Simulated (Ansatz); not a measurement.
Random displacements in ZnS

All numbers below come from DFT r2SCAN, scalar-relativistic, plane waves, PAW in Ansatz 0.2.0. Cutoff 500 eV, Γ-centred 4×4×4 k-points, Gaussian smearing of 0.05 eV. No spin polarisation. Energies are free energies at this smearing, counted from the undisturbed cell; pressure is positive in compression.

Reference structure (as given, not relaxed at this level):

```yaml
crystal:
  lattice:
    - [5.40930, 0.00000, 0.00000]
    - [0.00000, -5.40930, 0.00000]
    - [0.00000, 0.00000, -5.40930]
  atoms:
    - { symbol: Zn, position: [0.00000, 0.50000, 0.50000] }
    - { symbol: Zn, position: [0.50000, 0.00000, 0.50000] }
    - { symbol: Zn, position: [0.50000, 0.50000, 0.00000] }
    - { symbol: Zn, position: [0.00000, 0.00000, 0.00000] }
    - { symbol: S, position: [0.75000, 0.75000, 0.75000] }
    - { symbol: S, position: [0.25000, 0.25000, 0.75000] }
    - { symbol: S, position: [0.25000, 0.75000, 0.25000] }
    - { symbol: S, position: [0.75000, 0.25000, 0.25000] }
```

The atoms are displaced (Å, in the unstrained cell):

```csv
atom,ux,uy,uz
Zn1,0.282,-0.171,-0.184
Zn2,0.118,-0.157,0.176
Zn3,-0.167,-0.167,0.073
Zn4,0.064,-0.109,0.085
S5,-0.031,0.408,0.062
S6,-0.089,0.208,0.097
S7,-0.213,-0.216,-0.035
S8,0.037,0.205,-0.274
```

Strain (Voigt, engineering shear): (-0.0190, 0.0120, 0.0031, 0.0334, 0.0376, 0.0299).

What are the energy change, the stress and the forces?

ΔE = 479.0 meV/atom; stress (xx, yy, zz, yz, xz, xy; compression positive) (11.49, 5.07, 6.82, -9.67, 7.16, -7.88) GPa; gap on the mesh 1.89 eV.
| atom | Fx (eV/Å) | Fy | Fz |
| --- | --- | --- | --- |
| Zn1 | -0.67 | 1.03 | 0.63 |
| Zn2 | -5.95 | 5.18 | -4.68 |
| Zn3 | -0.63 | 1.08 | -1.37 |
| Zn4 | -2.68 | 0.67 | -0.96 |
| S5 | -0.08 | -2.41 | -0.20 |
| S6 | 2.01 | -1.51 | 0.38 |
| S7 | 1.90 | 1.72 | 0.20 |
| S8 | 6.10 | -5.77 | 5.99 |

Cost: 1 run of about 1.7 core-minutes, on Intel Xeon Processor @ 2.50GHz (Skylake/Cascade Lake) (shared hosts).